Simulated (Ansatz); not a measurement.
## P in Ru(0001), 2x2: scattering by a point defect

Aim: the resistance that P in Ru(0001), 2x2 adds to the host.

Main program and level: Ansatz 0.2.0; Ansatz plane-wave DFT, PBE, PAW files; ballistic transport by layer matching (Landauer), zero bias; PAW set soft_1, in the first sound run; inputs show where later runs differ.

Report form: the programs' logs are mostly left out.

**1. Starting point**

The cell holds 64 atoms: 63 Ru and 1 P. Cell: a = 5.412 Å, b = 5.412 Å, c = 34.255 Å, α = 90.0°, β = 90.0°, γ = 120.0°. It derives from Ru. Regions: lead, 40 atoms (40 Ru); scattering region, 24 atoms (23 Ru and 1 P). The structure is stacked along c, and the current runs across the ab planes.

**2. Transmission at ideal sites**

The defect sits in one plane of the supercell, all atoms on ideal sites; the layers about the cell's end are the lead. The mesh across the current, 12×12, is finer than the density's, because channels open and close sharply across the zone. Energies from -0.1 to 0.1 eV in steps of 0.05 eV are too few for the program's thermal sum, so it prints no conductance; for a metal the transmission near the Fermi level serves, at a fraction of the cost.

The input, input.yaml:

```yaml
crystal:
  lattice:
    - [5.4116, 0.0, 0.0]
    - [-2.7058, 4.6865830751, 0.0]
    - [0.0, 0.0, 34.2552]
  atoms:
    - { symbol: Ru, position: [0.1666666667, 0.3333333333, 0.03125] }
    - { symbol: Ru, position: [0.1666666667, 0.8333333333, 0.03125] }
    - { symbol: Ru, position: [0.6666666667, 0.3333333333, 0.03125] }
    - { symbol: Ru, position: [0.6666666667, 0.8333333333, 0.03125] }
    - { symbol: Ru, position: [0.3333333333, 0.1666666667, 0.09375] }
    - { symbol: Ru, position: [0.3333333333, 0.6666666667, 0.09375] }
    - { symbol: Ru, position: [0.8333333333, 0.1666666667, 0.09375] }
    - { symbol: Ru, position: [0.8333333333, 0.6666666667, 0.09375] }
[... 52 atom lines left out ...]
    - { symbol: Ru, position: [0.3333333333, 0.1666666667, 0.96875] }
    - { symbol: Ru, position: [0.3333333333, 0.6666666667, 0.96875] }
    - { symbol: Ru, position: [0.8333333333, 0.1666666667, 0.96875] }
    - { symbol: Ru, position: [0.8333333333, 0.6666666667, 0.96875] }
kpoints:
  mp_grid: { grid: [5, 5, 1] }
hamiltonian:
  xc: pbe
  pseudopotentials: { kind: paw, azcp: { folder: soft_1 } }
scf:
  occupations: { method: fermi_dirac, width: 0.1 }
output:
  transmission: { leads: [[0, 8]], kmesh: [12, 12], e_range: [-0.1, 0.1], de: 0.05 }
  write_potential: true
  write_density: true
  volumetric_format: npy
  elf: true
```

On the command line:

```bash
$ ansatz run input.yaml --threads 4 --pin off --max-ram 15360MiB --backend cpu --events-out ev --progress --plain --runs-dir out
```

Wall time 7.1 min (4 threads of Arm Neoverse V1, shared host); peak memory 8 GiB.

This run has no spin polarisation although its electron count is odd.

Numbers from this step:

```yaml
free_energy: -371115.7154 eV
energy_at_zero_smearing: -371114.6621 eV
fermi_energy: 23.19 eV
cell_area: 25.36 Å²
transmission_per_spin_nearest_the_fermi_level: 3.349
open_channels_per_spin_nearest_the_fermi_level: 5.931
step_of_the_lead_s_potential: 2.6 meV
```

Per spin. The transmission, zone mean by energy, zero at the Fermi level:

```csv
energy (eV),"transmission, zone mean"
-0.1000,3.35
-0.0500,3.45
0.0000,3.35
0.0500,3.28
0.1000,3.12
```

Per spin. Table of open channels, zone mean, lead by energy, zero at the Fermi level:

```csv
energy (eV),"open channels, zone mean, lead"
-0.1000,5.64
-0.0500,6.01
0.0000,5.93
0.0500,5.81
0.1000,5.22
```

Transmission over k1 and k2. At 0.0000 eV from the Fermi level.

Ten even steps from '_' (1.28) to '@' (8.35):
```
::==........==::::....::
....::::..::::......__..
....::==----==::........
......--==##==--......::
::..::--##@@@@##--::..::
====::====@@@@@@====::==
::::..::--##@@@@##--::..
..::......--==##==--....
..........::==----==::..
....__......::::..::::..
::::....::::==........==
==::......::==::......::
```
Columns: k1 (b1) from -0.5 to 0.417; rows upwards: k2 (b2) from -0.5 to 0.417.

Open channels over k1 and k2. At 0.0000 eV from the Fermi level.

Values, 12 rows by 12 columns:
```
 6.0  7.0  5.0  4.0  4.0  5.0  7.0  6.0  7.0  5.0  5.0  7.0
 4.0  5.0  5.0  5.0  5.0  5.0  5.0  5.0  4.0  5.0  4.0  5.0
 3.0  4.0  5.0  7.0  7.0  7.0  7.0  5.0  4.0  3.0  5.0  5.0
 4.0  4.0  5.0  7.0  7.0 11.0  7.0  7.0  5.0  4.0  4.0  7.0
 6.0  5.0  5.0  7.0 11.0 12.0 12.0 11.0  7.0  5.0  5.0  6.0
 6.0  7.0  5.0  7.0  7.0 12.0 12.0 12.0  7.0  7.0  5.0  7.0
 6.0  6.0  5.0  5.0  7.0 11.0 12.0 12.0 11.0  7.0  5.0  5.0
 4.0  7.0  4.0  4.0  5.0  7.0  7.0 11.0  7.0  7.0  5.0  4.0
 3.0  5.0  5.0  3.0  4.0  5.0  7.0  7.0  7.0  7.0  5.0  4.0
 4.0  5.0  4.0  5.0  4.0  5.0  5.0  5.0  5.0  5.0  5.0  5.0
 6.0  7.0  5.0  5.0  7.0  6.0  7.0  5.0  4.0  4.0  5.0  7.0
 6.0  6.0  4.0  3.0  4.0  6.0  6.0  6.0  4.0  3.0  4.0  6.0
```
Columns: k1 (b1) from -0.5 to 0.417; rows upwards: k2 (b2) from -0.5 to 0.417.

Valence density in the ca plane at fractional y = 0.333, with atoms of Ru and P within 0.2 Å of it. It is the smooth field of the valence electrons, not physical close to the nuclei.

Ten even steps from '0' (0 e/Å³) to '9' (11 e/Å³), each cell a mean:
```
00000001100000000001100000000011000000000011
00000001100000000001100000000011000000000011
01100000000012100000000012100000000012000000
26630000000037520000000157410000000267300000
48951000000159830000000279620000000389510000
25530000000036520000000146410000000256300000
01100000000001100000000011100000000011000000
00000001100000000001100000000011000000000011
00000001100000000001100000000011000000000011
01100000000012100000000000000000000012000000
26630000000037520000000000000000000267300000
48951000000159830000000000000000000389510000
25530000000036520000000000000000000256300000
01100000000001100000000000000000000011000000
```
Columns run along c (16.0 Å, from fractional 0.27 to 0.73 of the cell), rows up along a (5.4 Å). Atoms in or near the plane, at fractional coordinates: Ru at (0.28, 0.17), Ru at (0.28, 0.67), Ru at (0.41, 0.17), Ru at (0.41, 0.67), P at (0.53, 0.17), Ru at (0.53, 0.67), Ru at (0.66, 0.17), Ru at (0.66, 0.67).

Electrostatic potential energy in the ca plane at fractional y = 0.333, with atoms of Ru and P within 0.2 Å of it. With pseudopotentials it is smooth inside the atoms' cores, unlike the true potential.

Ten even steps from '0' (-70 eV) to '9' (23 eV), each cell a mean:
```
99999986689999999976799999999876799999999866
99999986689999999976799999999876899999999866
86579998899975689998899865689988999865799988
41038999999730158999999620269999998410389999
30027999999610038999999500059999998300279999
51148999999831259999999621279999998511489999
86689998899986789998899976799988999866899988
99999986689999999976799999999876799999999866
99999986689999999976799999999876899999999866
86579998899975689998899977899988999865799988
41038999999730158999999754579999998410389999
30027999999610038999999644479999998300279999
51148999999831259999999754589999998511489999
86689998899986789998899987899988999866899988
```
Columns run along c (16.0 Å, from fractional 0.27 to 0.73 of the cell; values clipped at the 3rd and 97th percentile), rows up along a (5.4 Å). Atoms in or near the plane, at fractional coordinates: Ru at (0.28, 0.17), Ru at (0.28, 0.67), Ru at (0.41, 0.17), Ru at (0.41, 0.67), P at (0.53, 0.17), Ru at (0.53, 0.67), Ru at (0.66, 0.17), Ru at (0.66, 0.67).

ELF in the ca plane at fractional y = 0.333, with atoms of Ru and P within 0.2 Å of it. It is the smooth field of the valence electrons, not physical close to the nuclei.

Ten even steps from '0' (0.00) to '9' (0.72), each cell a mean:
```
33333345533333333346533466642356433333333355
33333345533333333345533333333355433333333455
46643334333356643334333357533334333466433344
78874343343478863433343588853433344688743433
77774344443587774444443686863444434777843444
68874343343478863433343588753433343688743433
45543334433345543334333356533334333455433344
33333345533433333346533333333356433333333355
33333345533333333346533567653356433333333455
46643434433356643334335899984334333466433344
78874343343478863433347951597433343688743433
77774344443587773443358920298433434777843444
68874343343478863433347963697433343688743433
45543334433345543334334899974334333455433344
```
Columns run along c (16.0 Å, from fractional 0.27 to 0.73 of the cell), rows up along a (5.4 Å). Atoms in or near the plane, at fractional coordinates: Ru at (0.28, 0.17), Ru at (0.28, 0.67), Ru at (0.41, 0.17), Ru at (0.41, 0.67), P at (0.53, 0.17), Ru at (0.53, 0.67), Ru at (0.66, 0.17), Ru at (0.66, 0.67).

Over the solved energies the transmission per spin lies between 3.12 and 3.45, out of 5.72 channels of the lead on average (up to 6.01).

**3. Resistance at ideal sites**

This step: Ansatz plane-wave DFT, PBE, PAW files; ballistic transport by layer matching (Landauer), zero bias; area resistance of the defect plane and resistivity an atomic per cent; PAW set soft_1 (Ansatz 0.2.0).

This step gave:

```
area resistance                                                                                 : 0.4209 fΩ m²
T over the leads' mean channel count                                                            : 0.5679
resistivity per at.% scaled from this dense plane, with the factor 3/4 for isotropic scattering : 5.898 µΩ cm
```

Averaged over the energies near the Fermi level, 56.8 % of the channels pass, which makes 0.421 fΩ m².

By hand, with T and the leads' channels N averaged over the energies near the Fermi level: RA = A (h/2e²)(1/T − 1/N) = 25.36×10⁻²⁰ m² × 12 906 Ω × (1/3.360 − 1/5.917) = 0.421 fΩ m². Per atomic per cent: RA × A / V_atom × 0.01 × 3/4 = 5.90 µΩ cm, with the host's V_atom = 13.57 Å³.

**4. Relaxing the neighbours**

The neighbours of the defect are let go while the lead's layers stay on their sites, since a lead must repeat to 0.01 Å.

This step: Ansatz plane-wave DFT, PBE, PAW files; relaxation with the lead's layers held; PAW set soft_1 (Ansatz 0.2.0).

input.yaml, as its differences from that of step 2:

```diff
@@ -77,7 +77,6 @@
   occupations: { method: fermi_dirac, width: 0.1 }
-output:
-  transmission: { leads: [[0, 8]], kmesh: [12, 12], e_range: [-0.1, 0.1], de: 0.05 }
-  write_potential: true
-  write_density: true
-  volumetric_format: npy
-  elf: true
+relax:
+  f_tol: 0.03
+  max_steps: 40
+  constraints:
+    - { sites: [0, 1, 2, 3, 4, 5, 6, 7, 8, 9, 10, 11, 12, 13, 14, 15, 16, 17, 18, 19, 44, 45, 46, 47, 48, 49, 50, 51, 52, 53, 54, 55, 56, 57, 58, 59, 60, 61, 62, 63] }
```

It took 9.8 min on 4 threads; peak memory 8.2 GiB; 39 min of CPU time.

The steps of the relaxation:

| step | energy less that of the first step (eV) | largest force component (eV/Å) |
| --- | --- | --- |
| 1 | 0.0000 | 0.5660 |
| 2 | -0.0382 | 0.1663 |
| 3 | -0.0407 | 0.0120 |
| 4 | -0.0407 | 0.0120 |

The atoms that moved most (Å):

```
atom      dx      dy     dz  length
Ru35   0.000   0.028  0.002   0.028
Ru36   0.024  -0.014  0.002   0.028
Ru34  -0.024  -0.014  0.002   0.028
Ru24   0.000   0.000  0.020   0.020
Ru31   0.011   0.006  0.013   0.018
Ru29  -0.011   0.006  0.013   0.018
Ru30   0.000  -0.013  0.013   0.018
Ru25   0.000   0.000  0.017   0.017
```

Numbers from this step:

| Quantity | Value |
| --- | --- |
| free energy | -371115.7564 eV |
| energy at zero smearing | -371114.7058 eV |

The largest force component on a free atom ends at 0.012 eV/Å, under the tolerance of 0.03, after 4 steps.

**5. Transmission after relaxation, relaxed yes**

The transmission is solved again on the relaxed atoms.

This step: Ansatz plane-wave DFT, PBE, PAW files; ballistic transport by layer matching (Landauer), zero bias; PAW set soft_1 (Ansatz 0.2.0).

The input, input.yaml:

```yaml
crystal:
  lattice:
    - [5.4116, 0.0, 0.0]
    - [-2.7058, 4.6865830751, 0.0]
    - [0.0, 0.0, 34.2552]
  atoms:
    - { symbol: Ru, position: [0.1666666667, 0.3333333333, 0.03125] }
    - { symbol: Ru, position: [0.1666666667, 0.8333333333, 0.03125] }
    - { symbol: Ru, position: [0.6666666667, 0.3333333333, 0.03125] }
    - { symbol: Ru, position: [0.6666666667, 0.8333333333, 0.03125] }
    - { symbol: Ru, position: [0.3333333333, 0.1666666667, 0.09375] }
    - { symbol: Ru, position: [0.3333333333, 0.6666666667, 0.09375] }
    - { symbol: Ru, position: [0.8333333333, 0.1666666667, 0.09375] }
    - { symbol: Ru, position: [0.8333333333, 0.6666666667, 0.09375] }
[... 52 atom lines left out ...]
    - { symbol: Ru, position: [0.3333333333, 0.1666666667, 0.96875] }
    - { symbol: Ru, position: [0.3333333333, 0.6666666667, 0.96875] }
    - { symbol: Ru, position: [0.8333333333, 0.1666666667, 0.96875] }
    - { symbol: Ru, position: [0.8333333333, 0.6666666667, 0.96875] }
kpoints:
  mp_grid: { grid: [5, 5, 1] }
hamiltonian:
  xc: pbe
  pseudopotentials: { kind: paw, azcp: { folder: soft_1 } }
scf:
  occupations: { method: fermi_dirac, width: 0.1 }
output:
  transmission:
    leads: [[0, 8]]
    kmesh: [10, 10]
    e_range: [-0.05, 0.05]
    de: 0.05
  write_potential: true
  write_density: true
  volumetric_format: npy
```

Elapsed: 5.4 min, on 4 threads; peak memory 8 GiB; 21 min of CPU time.

This step gave:

```
free energy                                    : -371115.7561 eV
energy at zero smearing                        : -371114.7055 eV
transmission per spin nearest the Fermi level  : 3.157
open channels per spin nearest the Fermi level : 5.28
step of the lead's potential                   : 3.5 meV
```

Per spin. Transmission, zone mean against energy, zero at the Fermi level:

```
energy (eV)  transmission, zone mean
    -0.0500                     3.13
     0.0000                     3.16
     0.0500                     3.39
```

Transmission over k1 and k2. At 0.0000 eV from the Fermi level.

Ten even steps from '0' (0.90) to '9' (8.37):
```
1322231000
1222222100
1224642210
1226996221
4324999423
1122699622
1012246422
1001222222
1000132223
4111141111
```
Columns: k1 (b1) from -0.5 to 0.4; rows upwards: k2 (b2) from -0.5 to 0.4.

Over the solved energies the transmission per spin lies between 3.13 and 3.39, out of 5.48 channels of the lead on average (up to 6).

**6. Resistance after relaxation**

This step: Ansatz plane-wave DFT, PBE, PAW files; ballistic transport by layer matching (Landauer), zero bias; area resistance of the defect plane and resistivity an atomic per cent; PAW set soft_1 (Ansatz 0.2.0).

This step gave:

```yaml
area_resistance: 0.4174 fΩ m²
t_over_the_leads_mean_channel_count: 0.5886
resistivity_per_at_scaled_from_this_dense_plane_with_the_factor_3_over_4_for_isotropic_scattering: 5.849 µΩ cm
```

Averaged over the energies near the Fermi level, 58.9 % of the channels pass, which makes 0.417 fΩ m², against 0.421 on ideal sites.

**7. Results**

```json
{"share of channels that pass, rigid": "0.568", "area resistance, rigid": "0.421 fΩ m²", "resistivity per at.% from the area resistance, times 3/4, rigid": "5.90 µΩ cm", "share of channels that pass, relaxed": "0.589", "area resistance, relaxed": "0.417 fΩ m²", "resistivity per at.% from the area resistance, times 3/4, relaxed": "5.85 µΩ cm"}
```

In words: The plane of defects adds 0.42 fΩ m². Scaled to one atomic per cent that is 7.8 µΩ cm as it stands and 5.8 with the factor 3/4 for isotropic scattering on a spherical Fermi surface; with the reflection in place of the resistance taken as linear in the density it would be 3.4. These are rough estimates of the dilute value, not bounds. One P in each 2x2 cell reflects 41 % of the lead's channels. The relaxed cell differs by -0.83 % in resistance; between the two runs the lead's own channel count goes from 5.92 to 5.48, so sampling may have a part in it. The defects form a dense periodic sheet that scatters coherently, unlike a dilute random alloy. T and N are means over the solved energies nearest the Fermi level.

[Logs are printed without paths, hosts, clocks, repeated set-up lines and the standing remarks that a program may print on its own settings, such as how far it seeks lower states.]

[Hosts, paths, dates, database ids (printed as entryN), source tags and the programs' standing remarks are cut or masked in the printed files.]
